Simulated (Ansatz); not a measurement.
# C: the cost of one run

Computed with Ansatz 0.2.0 (DFT PBEsol, scalar-relativistic, plane waves, PAW, unless a step's input says otherwise).

4 further runs of the same task are left out: 4 set aside as unsound or not needed.

### 1 The structure to begin with

It takes space group Fmmm (No. 69, orthorhombic). The conventional cell has a = 2.459 Å, b = 4.259 Å, c = 7.383 Å, α = 90.00°, β = 90.00°, γ = 90.00°. C (site symmetry m2m) has 3 C at 1.42 Å in its first shell of neighbours.

Structure file:

```cif
data_structure
_symmetry_space_group_name_H-M 'P 1'
_symmetry_Int_Tables_number 1
_cell_length_a 4.2615
_cell_length_b 3.8907
_cell_length_c 2.4588
_cell_angle_alpha 80.909
_cell_angle_beta 64.358
_cell_angle_gamma 34.732
_cell_volume 19.33
loop_
_atom_site_label
_atom_site_type_symbol
_atom_site_fract_x
_atom_site_fract_y
_atom_site_fract_z
_atom_site_occupancy
C1 C 0.16670 0.83330 0.16670 1
C2 C 0.83330 0.16670 0.83330 1
```

This cell was relaxed beforehand with the same method: volume 9.66 Å³/atom, gap on the mesh 0.71 eV.

### 2 The wider surface cell

Planes are indexed in the bulk's conventional cell (Fmmm (No. 69)), a = 2.459 Å, b = 4.259 Å, c = 7.383 Å, α = 90.00°, β = 90.00°, γ = 90.00°.

A (011) slab, 8.0 Å thick as cut, with 15 Å of vacuum, in a 2×1 surface cell; its outer planes are C (top) and C (bottom).

The slab as cut. Layers, bottom to top:

| plane | atoms per cell | height over the lowest (Å) |
| --- | --- | --- |
| 1 | C2 | 0.00 |
| 2 | C2 | 0.61 |
| 3 | C2 | 1.84 |
| 4 | C2 | 2.46 |
| 5 | C2 | 3.69 |
| 6 | C2 | 4.30 |
| 7 | C2 | 5.53 |
| 8 | C2 | 6.15 |
| 9 | C2 | 7.38 |
| 10 | C2 | 7.99 |

### 3 Relaxing from the bulk's places

Contents of input.yaml:

```yaml
crystal:
  lattice:
    - [4.9177048336, 0.0, 0.0]
    - [0.0, 4.2614789183, 0.0]
    - [0.0, 0.0, 22.9926192905]
  atoms:
    - { symbol: C, position: [0.75, 0.3329292688, 0.3261916316] }
    - { symbol: C, position: [0.25, 0.3329292688, 0.3261916316] }
    - { symbol: C, position: [0.5, 0.4161283432, 0.352922617] }
    - { symbol: C, position: [0.0, 0.4161283432, 0.352922617] }
    - { symbol: C, position: [0.0, 0.5826151395, 0.4064130694] }
    - { symbol: C, position: [0.5, 0.5826151395, 0.4064130694] }
    - { symbol: C, position: [0.75, 0.6658142139, 0.4331440549] }
    - { symbol: C, position: [0.25, 0.6658142139, 0.4331440549] }
    - { symbol: C, position: [0.25, 0.8323010102, 0.4866345073] }
    - { symbol: C, position: [0.75, 0.8323010102, 0.4866345073] }
    - { symbol: C, position: [0.0, 0.9155000846, 0.5133654927] }
    - { symbol: C, position: [0.5, 0.9155000846, 0.5133654927] }
    - { symbol: C, position: [0.5, 0.0819868809, 0.5668559451] }
    - { symbol: C, position: [0.0, 0.0819868809, 0.5668559451] }
    - { symbol: C, position: [0.25, 0.1651859553, 0.5935869306] }
    - { symbol: C, position: [0.75, 0.1651859553, 0.5935869306] }
    - { symbol: C, position: [0.75, 0.3316727516, 0.647077383] }
    - { symbol: C, position: [0.25, 0.3316727516, 0.647077383] }
    - { symbol: C, position: [0.5, 0.414871826, 0.6738083684] }
    - { symbol: C, position: [0.0, 0.414871826, 0.6738083684] }
basis:
  ecutwfc: 420
kpoints:
  mp_grid: { grid: [6, 6, 1] }
hamiltonian:
  xc: pbesol
scf:
  occupations: { method: gaussian, width: 0.05 }
output:
  forces: true
  eigenvalues: true
  write_density: true
  write_potential: true
  elf: true
  volumetric_format: npy
relax:
  adjacent_minimum: "off"
  f_tol: 0.02
  max_steps: 90
  constraints: [{ sites: [0, 1, 2, 3, 4, 5, 6, 7] }]
efield:
  axis: 3
  dipole_correction: true
  ramp_width: 0.04
```

Started as:

```console
> ansatz run input.yaml --threads 2 --pin off --max-ram 5120MiB --backend cpu --events-out ev --progress --plain --runs-dir out
```

Q: Estimate wall time and peak memory on 2 threads of AMD EPYC 7R43 (Zen 3), shared host.

About 3.7 min, with a peak of 0.91 GiB.
